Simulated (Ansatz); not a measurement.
Theory: DFT PBE, scalar-relativistic, plane waves, PAW in Ansatz 0.2.0. Settings: cutoff 420 eV, Γ-centred meshes spaced at most about 0.3 Å⁻¹ (2π included), Gaussian smearing. No spin polarisation in the final relaxations.

Formation energies are uncorrected and refer to the elements' standard structures at the same level (O₂ as a molecule).

A relaxed structure of HfO2 has 12.85 Å³/atom, −3.435 eV/atom against the elements, a gap of 3.90 eV on its mesh:

```yaml
crystal:
  lattice:
    - [4.88036, 0.00000, 0.00000]
    - [0.00000, 4.88036, 0.00000]
    - [0.00000, 0.00000, 3.23769]
  atoms:
    - { symbol: Hf, position: [0.00000, 0.00000, 0.00000] }
    - { symbol: Hf, position: [0.50000, 0.50000, 0.50000] }
    - { symbol: O, position: [0.19482, 0.80518, 0.50000] }
    - { symbol: O, position: [0.30518, 0.30518, 0.00000] }
    - { symbol: O, position: [0.69482, 0.69482, 0.00000] }
    - { symbol: O, position: [0.80518, 0.19482, 0.50000] }
```

Task: Predict cell, energy and gap of TiO2 with the same space group and Wyckoff sites.

Result: TiO2 has a = 4.643 Å, c = 2.964 Å: 10.65 Å³/atom, −3.016 eV/atom against the elements, a gap of 1.86 eV on its mesh. The volume per atom changes by -17.1 % and the formation energy by +0.419 eV/atom (from unrounded values). The gap narrows by 2.04 eV. Covalent radii: Hf 1.75 Å, Ti 1.60 Å; electronegativities 1.30 and 1.54. The cell follows the size of the atom. Ti has 6 O at 1.96–2.00 Å; O has 3 Ti at 1.96–2.00 Å.

```yaml
crystal:
  lattice:
    - [4.64303, 0.00000, 0.00000]
    - [0.00000, 4.64303, 0.00000]
    - [0.00000, 0.00000, 2.96407]
  atoms:
    - { symbol: Ti, position: [0.00000, 0.00000, 0.00000] }
    - { symbol: Ti, position: [0.50000, 0.50000, 0.50000] }
    - { symbol: O, position: [0.30510, 0.30510, 0.00000] }
    - { symbol: O, position: [0.19490, 0.80510, 0.50000] }
    - { symbol: O, position: [0.69490, 0.69490, 0.00000] }
    - { symbol: O, position: [0.80510, 0.19490, 0.50000] }
```

The two cells were relaxed from separate starts that ended on the same group and sites; both derive from database cells. These runs have no spin–orbit coupling, which can matter for Hf. Kohn–Sham gaps at this level usually fall short of measured ones.
